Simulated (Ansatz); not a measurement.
# Cu: the cost of one run

Program: Ansatz 0.2.0. Level of theory: DFT LDA, plane waves, PAW, scalar-relativistic, no spin polarisation. These are calculated values, not measurements.

## 1. The system as given

The cell holds 28 atoms (Cu28): a = 7.467 Å, b = 7.467 Å, c = 15.520 Å, α = 90.00°, β = 90.00°, γ = 90.00°.

Its coordinates follow in the input file.

## 2. Relaxing end A

input.yaml

```yaml
crystal:
  lattice:
    - [7.4670476093, 0.0, 0.0]
    - [0.0, 7.4670476093, 0.0]
    - [0.0, 0.0, 15.52]
  atoms:
    - { symbol: Cu, position: [0.0, 0.0, 0.38659794] }
    - { symbol: Cu, position: [0.33333333, 0.0, 0.38659794] }
    - { symbol: Cu, position: [0.66666667, 0.0, 0.38659794] }
    - { symbol: Cu, position: [0.0, 0.33333333, 0.38659794] }
    - { symbol: Cu, position: [0.33333333, 0.33333333, 0.38659794] }
    - { symbol: Cu, position: [0.66666667, 0.33333333, 0.38659794] }
    - { symbol: Cu, position: [0.0, 0.66666667, 0.38659794] }
    - { symbol: Cu, position: [0.33333333, 0.66666667, 0.38659794] }
    - { symbol: Cu, position: [0.66666667, 0.66666667, 0.38659794] }
    - { symbol: Cu, position: [0.16666667, 0.16666667, 0.5] }
    - { symbol: Cu, position: [0.5, 0.16666667, 0.5] }
    - { symbol: Cu, position: [0.83333333, 0.16666667, 0.5] }
    - { symbol: Cu, position: [0.16666667, 0.5, 0.5] }
    - { symbol: Cu, position: [0.5, 0.5, 0.5] }
    - { symbol: Cu, position: [0.83333333, 0.5, 0.5] }
    - { symbol: Cu, position: [0.16666667, 0.83333333, 0.5] }
    - { symbol: Cu, position: [0.5, 0.83333333, 0.5] }
    - { symbol: Cu, position: [0.83333333, 0.83333333, 0.5] }
    - { symbol: Cu, position: [0.0, 0.0, 0.61340206] }
    - { symbol: Cu, position: [0.33333333, 0.0, 0.61340206] }
    - { symbol: Cu, position: [0.66666667, 0.0, 0.61340206] }
    - { symbol: Cu, position: [0.0, 0.33333333, 0.61340206] }
    - { symbol: Cu, position: [0.33333333, 0.33333333, 0.61340206] }
    - { symbol: Cu, position: [0.66666667, 0.33333333, 0.61340206] }
    - { symbol: Cu, position: [0.0, 0.66666667, 0.61340206] }
    - { symbol: Cu, position: [0.33333333, 0.66666667, 0.61340206] }
    - { symbol: Cu, position: [0.66666667, 0.66666667, 0.61340206] }
    - { symbol: Cu, position: [0.1693451, 0.16800588, 0.71546392] }
basis:
  ecutwfc: 420.0
kpoints:
  mp_grid: { grid: [3, 3, 1] }
hamiltonian:
  xc: lda
scf:
  occupations: { method: gaussian, width: 0.1 }
  lower_state_search: "off"
relax:
  f_tol: 0.02
  max_steps: 60
  adjacent_minimum: "off"
  constraints: [{ sites: [0, 1, 2, 3, 4, 5, 6, 7, 8] }]
```

On the command line:

```sh
$ ansatz run input.yaml --threads 8 --pin off --max-ram 20480MiB --backend cpu --events-out ev --progress --plain --runs-dir out
```

What time and memory should one allow on 8 threads of AMD EPYC 9R45 (Zen 5), shared host?

About 32 s, with a peak of 5.5 GiB.
